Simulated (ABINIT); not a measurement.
# TiAl3 (I4/mmm) in ABINIT: a series of runs

The runs below take TiAl3 through relaxation of cell and atoms, with LDA, PBEsol.

Program: ABINIT 10.8.3 (patched build). These are calculated values, not measurements. Logs are shortened: lines on timing, memory, paths and dates and some standing lists are left out, and cuts for length are marked. The log counts tension as positive stress, the text compression.

### 1 The structure

It takes space group I4/mmm (No. 139, tetragonal). Conventional cell: a = 3.822 Å, b = 3.822 Å, c = 8.561 Å, α = 90.00°, β = 90.00°, γ = 90.00°. Around Ti (site symmetry 4/mmm) lie 12 Al at 2.70 to 2.87 Å. Al (site symmetry -4m2) is surrounded by 8 Al at 2.70 to 2.87 Å and 4 Ti at 2.87 Å. Al (site symmetry 4/mmm) is surrounded by 4 Ti at 2.70 Å and 8 Al at 2.87 Å.

The cell comes from a database or a generator and needn't be the stable form of this composition.

### 2 Relaxation of cell and atoms, LDA

run.abi

```
pp_dirpath "./"
pseudos "Ti.LDA_PW-JTH.xml, Al.LDA_PW-JTH.xml"

acell 5.0624878778 5.0624878778 5.0624878778 Angstrom
rprim
    -0.3775034760     0.3775034760     0.8455662311
     0.3775034760    -0.3775034760     0.8455662311
     0.3775034760     0.3775034760    -0.8455662311
ntypat 2
znucl 22 13
natom 4
typat 1 2 2 2
xred
     0.0000000000     0.0000000000     0.0000000000
     0.2500000000     0.7500000000     0.5000000000
     0.7500000000     0.2500000000     0.5000000000
     0.5000000000     0.5000000000     0.0000000000
chkprim 0
chksymtnons 0
tolsym 1.0e-6

ecut 15.0
pawecutdg 30.0

kptopt 1
ngkpt 10 10 10
nshiftk 1
shiftk 0.0 0.0 0.0

ixc 7

nband 15
occopt 3
tsmear 0.00183747

nstep 100
tolvrs 1.0e-9

iomode 3
prtwf 0
prtden 0
prteig 0
prtebands 0
enunit 2

ionmov 2
ntime 60
tolmxf 5.0e-5
optcell 2
dilatmx 1.08
ecutsm 0.5
```

Potentials or basis: JTH PAW LDA v2.0.

Run with:

```
abinit run.abi > log 2>&1
```

run.abo:

```text
.Version 10.8.3 of ABINIT
 Symmetries : space group I4/m m m (#139); Bravais tI (body-center tetrag.)
================================================================================
 Values of the parameters that define the memory need of the present run
     intxc =       0    ionmov =       2      iscf =      17    lmnmax =      18
     lnmax =       6     mgfft =      40  mpssoang =       3    mqgrid =    3001
     natom =       4  nloc_mem =       2    nspden =       1   nspinor =       1
    nsppol =       1      nsym =      16    n1xccc =       1    ntypat =       2
    occopt =       3   xclevel =       1
       mpw =        1500          nfft =       64000          nkpt =         102
 PAW method is used; the additional fine FFT grid is defined by:
   mgfftf=        54    nfftf =    157464
================================================================================
================================================================================

--------------------------------------------------------------------------------
------------- Echo of variables that govern the present computation ------------
--------------------------------------------------------------------------------
 -outvars: echo values of preprocessed input variables --------
            acell      9.5667156048E+00  9.5667156048E+00  9.5667156048E+00 Bohr
              amu      4.78800000E+01  2.69815390E+01
          chkprim           0
      chksymtnons           0
          dilatmx      1.08000000E+00
             ecut      1.50000000E+01 Hartree
           ecutsm      5.00000000E-01 Hartree
           enunit           2
           ionmov           2
                       outvar_i_n : Printing only first  50 k-points.
              ixc           7
                       outvar_i_n : Printing only first  50 k-points.
         kptrlatt       10    0    0      0   10    0      0    0   10
          kptrlen      7.22293679E+01
            natom           4
            nband          15
            ngfft          40      40      40
          ngfftdg          54      54      54
             nkpt         102
            nstep         100
             nsym          16
            ntime          60
           ntypat           2
                       prtocc : prtvol=0, do not print more k-points.
           occopt           3
          optcell           2
        pawecutdg      3.00000000E+01 Hartree
           prtden           0
        prtebands           0
           prteig           0
            prtwf           0
            rprim     -3.7750347600E-01  3.7750347600E-01  8.4556623110E-01
                       3.7750347600E-01 -3.7750347600E-01  8.4556623110E-01
                       3.7750347600E-01  3.7750347600E-01 -8.4556623110E-01
          spgroup         139
           tolsym      1.00000000E-06
           tolvrs      1.00000000E-09
           tsmear      1.83747000E-03 Hartree
[... 573 lines left out ...]
 length scales=  9.473353680730  9.473353680730  9.473353680730 bohr
              =  5.013082875265  5.013082875265  5.013082875265 angstroms
 Fermi (or HOMO) energy (hartree) =   0.33568   Average Vxc (hartree)=  -0.38956
 Eigenvalues (hartree) for nkpt= 102  k points:
 kpt#   1, nband= 15, wtk=  0.00100, kpt=  0.0000  0.0000  0.0000 (reduced coord)
  -1.71288   -0.85446   -0.85446   -0.85156   -0.04071    0.22889    0.23923    0.28168
   0.28986    0.28986    0.36768    0.40425    0.40425    0.42178    0.43106
      occupation numbers for kpt#   1
   2.00000    2.00000    2.00000    2.00000    2.00000    2.00000    2.00000    2.00000
   2.00000    2.00000    0.00000    0.00000    0.00000    0.00000    0.00000
 prteigrs : prtvol=0 or 1, do not print more k-points.

 Fermi (or HOMO) energy (eV) =   9.13441   Average Vxc (eV)= -10.60041
 Eigenvalues (   eV  ) for nkpt= 102  k points:
 kpt#   1, nband= 15, wtk=  0.00100, kpt=  0.0000  0.0000  0.0000 (reduced coord)
 -46.60990  -23.25100  -23.25100  -23.17200   -1.10764    6.22855    6.50970    7.66500
   7.88750    7.88750   10.00509   11.00022   11.00022   11.47722   11.72966
 prteigrs : prtvol=0 or 1, do not print more k-points.

--- !EnergyTerms
iteration_state     : {dtset: 1, itime: 4, icycle: 1, }
comment             : Components of total free energy in Hartree
kinetic             :  1.04810885033359E+01
hartree             :  1.82638290767054E+01
xc                  : -6.58234295452129E+00
Ewald energy        : -4.32684895207449E+01
psp_core            :  5.68723725578545E-01
local_psp           : -4.64496974548716E+01
PAW spherical_terms :  1.80679235669423E+00
internal            : -6.51800962678238E+01
'-kT*entropy'       : -4.87826062787230E-04
total_energy        : -6.51805840938865E+01
total_energy_eV     : -1.77365404951739E+03
...

--- !EnergyTermsDC
iteration_state     : {dtset: 1, itime: 4, icycle: 1, }
comment             : '"Double-counting" decomposition of free energy'
band_energy         : -5.83442340617420E+00
Ewald energy        : -4.32684895207449E+01
psp_core            :  5.68723725578545E-01
xc_dc               : -1.77530857203249E+01
PAW spherical_terms :  1.10717623758353E+00
internal            : -6.51800986840819E+01
'-kT*entropy'       : -4.87826062787230E-04
total_energy_dc     : -6.51805865101447E+01
total_energy_dc_eV  : -1.77365411526713E+03
...

--- !EnergyTermsWithPAWCore
iteration_state     : {dtset: 1, itime: 4, icycle: 1, }
comment             : 'Components of total free energy, including PAW core contributions'
Total energy        : -1.57782049717143E+03
Total energy DC     : -1.57782049958769E+03
Total energy (eV)   : -4.29346829753576E+04
Total energy DC (eV): -4.29346830411073E+04
...

 Cartesian components of stress tensor (hartree/bohr^3)
  sigma(1 1)=  1.48225170E-07  sigma(3 2)=  0.00000000E+00
  sigma(2 2)=  1.48225170E-07  sigma(3 1)=  0.00000000E+00
  sigma(3 3)= -1.90382552E-07  sigma(2 1)=  0.00000000E+00

-Cartesian components of stress tensor (GPa)         [Pressure= -1.0402E-03 GPa]
- sigma(1 1)=  4.36093506E-03  sigma(3 2)=  0.00000000E+00
- sigma(2 2)=  4.36093506E-03  sigma(3 1)=  0.00000000E+00
- sigma(3 3)= -5.60124807E-03  sigma(2 1)=  0.00000000E+00

== END DATASET(S) ==============================================================
================================================================================

 -outvars: echo values of variables after computation  --------
            acell      9.4733536807E+00  9.4733536807E+00  9.4733536807E+00 Bohr
           etotal     -6.5180586510E+01
            fcart     -8.2797001724E-32 -6.8997501437E-32 -6.1527149009E-33
                      -2.7599000575E-32  2.0699250431E-31 -1.0459615331E-31
                       1.9319300402E-31 -6.8997501437E-32  1.1690158312E-31
                      -8.2797001724E-32 -6.8997501437E-32 -6.1527149009E-33
            rprim     -3.7714932903E-01  3.7714932903E-01  8.4588224194E-01
                       3.7714932903E-01 -3.7714932903E-01  8.4588224194E-01
                       3.7714932903E-01  3.7714932903E-01 -8.4588224194E-01
           strten      1.4822516985E-07  1.4822516985E-07 -1.9038255217E-07
                       0.0000000000E+00  0.0000000000E+00  0.0000000000E+00
           xangst      1.1639172216E-31 -4.3868742346E-48  5.2031376008E-32
                       1.8906808428E+00  1.3004801911E-16  2.1202388908E+00
                      -5.7495764880E-16  1.8906808428E+00  2.1202388908E+00
                      -3.6137306920E-16  3.9382089653E-16  4.2404777815E+00
             xred      6.1350841448E-33  3.6915456888E-32  3.0780372743E-32
                       2.5000000000E-01  7.5000000000E-01  5.0000000000E-01
                       7.5000000000E-01  2.5000000000E-01  5.0000000000E-01
                       5.0000000000E-01  5.0000000000E-01  8.5809901388E-18
 Calculation completed.
```

It took 7.3 min on 1 thread of Arm Neoverse V1, shared host; peak memory 0.19 GiB.

Results:

| Item | Value |
| --- | --- |
| Free energy | -1773.6541 eV |
| Relaxed volume | 15.16 Å³/atom |
| Relaxed cell | a = 5.013 Å, b = 5.013 Å, c = 5.013 Å, α = 135.69°, β = 135.69°, γ = 64.47° |
| Space group after relaxing (to 0.05 Å) | I4/mmm (No. 139) |
| Energy gained by relaxing | 5.2 meV/atom |
| Ionic steps | 4 |
| Pressure after relaxing | 0.0 GPa |
| Band gap on the k mesh | none (metal or under the smearing width) |
| Valence electrons inside the program's atomic spheres | Ti 10.28; Al 0.81, 0.82 |

Step by step:
| step | energy change (eV) | largest force (eV/Å) | pressure (GPa) | volume (Å³) |
| --- | --- | --- | --- | --- |
| 1 | 0.0000 | 0.0000 | -3.40 | 62.54 |
| 2 | -0.0116 | 0.0000 | -2.30 | 61.89 |
| 3 | -0.0208 | 0.0000 | 0.09 | 60.59 |
| 4 | -0.0208 | 0.0000 | 0.00 | 60.63 |

Final structure:
```yaml
crystal:
  lattice:
    - [-1.89068, 1.89068, 4.24048]
    - [1.89068, -1.89068, 4.24048]
    - [1.89068, 1.89068, -4.24048]
  atoms:
    - { symbol: Ti, position: [0.00000, 0.00000, 0.00000] }
    - { symbol: Al, position: [0.25000, 0.75000, 0.50000] }
    - { symbol: Al, position: [0.75000, 0.25000, 0.50000] }
    - { symbol: Al, position: [0.50000, 0.50000, 0.00000] }
```

### 3 Relaxation of cell and atoms, PBEsol

Edit run.abi of step 2 so:

```diff
@@ -1,3 +1,3 @@
 pp_dirpath "./"
-pseudos "Ti.LDA_PW-JTH.xml, Al.LDA_PW-JTH.xml"
+pseudos "Ti.GGA_PBE-JTH.xml, Al.GGA_PBE-JTH.xml"
 
@@ -23,2 +23,3 @@
 pawecutdg 30.0
+pawxcdev 0
 
@@ -29,3 +30,3 @@
 
-ixc 7
+ixc -116133
```

Potentials or basis: JTH PAW PBE v2.0.

Run with:

```
abinit run.abi > log 2>&1
```

Run time: 6.6 min. Hardware: 1 thread of Arm Neoverse V1, shared host; peak memory 0.21 GiB.

Results (log left out):

```
Free energy                                           : -1767.7644 eV
Relaxed volume                                        : 15.62 Å³/atom
Relaxed cell                                          : a = 5.060 Å, b = 5.060 Å, c = 5.060 Å, α = 135.63°, β = 135.63°, γ = 64.55°
Space group after relaxing (to 0.05 Å)                : I4/mmm (No. 139)
Energy gained by relaxing                             : 0.0 meV/atom
Ionic steps                                           : 4
Pressure after relaxing                               : 0.0 GPa
Band gap on the k mesh                                : none (metal or under the smearing width)
Valence electrons inside the program's atomic spheres : Ti 10.23; Al 0.78, 0.79
```

Final structure:
```
Ti Al
1.0
    -1.91060    1.91060    4.27849
     1.91060   -1.91060    4.27849
     1.91060    1.91060   -4.27849
Ti Al
1 3
Direct
  0.00000 0.00000 0.00000
  0.25000 0.75000 0.50000
  0.75000 0.25000 0.50000
  0.50000 0.50000 0.00000
```

Levels at points of the mesh, in eV from the Fermi level:
| k point | band 9 | band 10 | band 11 | band 12 | band 13 | band 14 |
| --- | --- | --- | --- | --- | --- | --- |
| (0.00, 0.00, 0.00) | -1.23 | -1.23 | 0.86 | 1.77 | 1.77 | 2.25 |
| (0.50, 0.00, 0.00) | -1.06 | -0.26 | 0.51 | 1.82 | 2.11 | 2.75 |
| (0.50, 0.50, 0.00) | -2.70 | -2.21 | -0.99 | 1.78 | 1.95 | 2.73 |
| (0.50, 0.50, 0.50) | -0.92 | -0.24 | 0.71 | 0.71 | 0.97 | 3.09 |

Caveat: the PAW data sets were made with another functional, which shifts forces and pressure a little.
